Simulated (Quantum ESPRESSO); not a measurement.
Ge under changes of volume

One of the cells (24.101 Å³/atom); the others are scaled copies at fixed shape and fractional positions:

```
Ge
1.0
     4.09041    0.00000    0.00000
    -2.04520    3.54240    0.00000
     0.00000    0.00000    3.32658
Ge
2
Direct
  0.66667 0.33333 0.14086
  0.33333 0.66667 0.85914
```

The cell was built by a generator and needn't be a form met in nature.

- Program: Quantum ESPRESSO 7.5
- Functional: PBE
- Potentials or basis: SSSP 1.3 efficiency PBE
- Cutoff: 748 eV
- Density cutoff: 5987 eV
- k mesh: 8 × 8 × 8
- Occupations: fermi-dirac, width 0.05 eV
- Spin: no spin polarisation

```csv
volume (Å³/atom),energy over the lowest point (meV/atom),pressure (GPa),largest force (eV/Å)
22.655,3.09,1.7,0.220
23.137,0.00,0.5,0.140
23.619,0.42,-0.6,0.067
24.101,3.95,-1.6,0.000
24.583,10.24,-2.5,0.063
25.065,?,?,?
25.547,29.84,-3.9,0.180
```

Task: What does the run at 25.065 Å³/atom give?

Result: Energy over the lowest point 18.96 meV/atom; pressure -3.3 GPa; largest force 0.122 eV/Å.

Worked out: A Birch-Murnaghan fit of order 3 (a polynomial in V^(-2/3)) to the other rows has its minimum at 23.31 Å³/atom with B0 = V·E''(V) = 54 GPa and B' = 4.9 at fixed shape and positions, which overstates the stiffness. It gives 18.96 meV/atom at 25.065 Å³/atom, against the run's 18.96, and -dE/dV = -3.3 GPa, against -3.3.

Energies are extrapolated to zero smearing.
